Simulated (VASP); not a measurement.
Given:

```
SrF2
1.0
    0.00000     2.92147     2.92147
    2.92147     0.00000     2.92147
    2.92147     2.92147     0.00000
Sr F
1 2
Direct
  0.00000   0.00000   0.00000
  0.25000   0.25000   0.25000
  0.75000   0.75000   0.75000
```

These are SCAN meta-GGA, VASP's PBE PAW potentials (set 64) (plane waves; VASP) values and carry that method's errors. Run with 520 eV cut-off, 7×7×7 Γ-centred mesh, Gaussian smearing of 0.050 eV, potentials Sr_sv F.

Q: Estimate the energy per atom (σ→0), pressure.

A: 
| Item | Value |
|---|---|
| energy per atom (σ→0) | -13.988 eV/atom |
| pressure | -2.24 GPa |

Only differences to runs with the same potentials and settings are physical.

The compound is SrF2 in the fluorite structure. This cell is one point of a volume scan, at 1.03 of the reference volume.
